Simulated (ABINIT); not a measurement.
The system is SnSe.

```xyz
2
Lattice="0.0000 3.0100 3.0100 3.0100 0.0000 3.0100 3.0100 3.0100 0.0000" Properties=species:S:1:pos:R:3 pbc="T T T"
Sn    0.0000    0.0000    0.0000
Se    3.0100    3.0100    3.0100
```

Measurements of this composition are mostly on another form, of space group No. 62.

* Program: ABINIT 10.8.3 (patched build)
* Task: relaxation of cell and atoms
* Functional: LDA
* Potentials or basis: PseudoDojo NC SR LDA v0.4.1 standard
* Cutoff: 1170 eV
* k mesh: 6 × 6 × 6
* Occupations: fermi-dirac, width 0.05 eV
* Spin: no spin polarisation

At the start: pressure -3.7 GPa; volume 27.27 Å³/atom.

Where does the relaxation end?

Over 5 steps the energy falls by 22.5 meV/atom and the volume is 25.43 Å³/atom (-6.8 %); space group Fm-3m (No. 225, to 0.05 Å).

Step by step:
| step | energy change (eV) | largest force (eV/Å) | pressure (GPa) | volume (Å³) |
| --- | --- | --- | --- | --- |
| 1 | 0.0000 | 0.0000 | -3.67 | 54.54 |
| 2 | -0.0130 | 0.0000 | -3.16 | 53.93 |
| 3 | -0.0446 | 0.0000 | 0.38 | 50.54 |
| 4 | -0.0450 | 0.0000 | -0.03 | 50.88 |
| 5 | -0.0450 | 0.0000 | 0.00 | 50.85 |

Final structure:
```
Sn Se
1.0
     0.00000    2.94055    2.94055
     2.94055    0.00000    2.94055
     2.94055    2.94055    0.00000
Sn Se
1 1
Direct
  0.00000 0.00000 0.00000
  0.50000 0.50000 0.50000
```
